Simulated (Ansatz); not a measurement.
## CaO: equation of state with PBE

Crystal: CaO.

```
CELL_PARAMETERS angstrom
-1.66763 1.66763 8.51349
1.66763 -1.66763 8.51349
1.66763 1.66763 -8.51349
ATOMIC_POSITIONS crystal
Ca 0.67960 0.67960 0.00000
Ca 0.32040 0.32040 0.00000
O 0.81819 0.81819 0.00000
O 0.18181 0.18181 0.00000
```

The cell comes from a database or a generator and needn't be the stable form of this composition.

* Program: Ansatz 0.2.0
* Task: equation of state
* Functional: PBE
* Potentials or basis: Ansatz PAW
* Cutoff: 420 eV
* Density cutoff: 1680 eV
* k mesh: 11 × 11 × 11
* Occupations: fermi-dirac, width 0.05 eV
* Spin: no spin polarisation

```yaml
Equilibrium_volume: 23.48 Å³/atom
Bulk_modulus_at_fixed_shape_and_positions: 61 GPa
Pressure_derivative_of_the_bulk_modulus: 4.3
```

Energy against volume, from the lowest point:
```tsv
volume (Å³/atom)	energy (meV/atom)
22.255	13.00
22.729	4.49
23.203	0.31
23.676	0.00
24.150	3.16
24.623	9.45
25.097	18.55
```

All runs of the series together: 76 s on 2 threads of Intel(R) Xeon(R) Processor @ 2.50GHz (Skylake/Cascade Lake), with other jobs on the host.

Caveat: the cell was scaled at fixed shape and fractional positions, which overstates the stiffness of a crystal with free parameters, most of all of layers and chains.
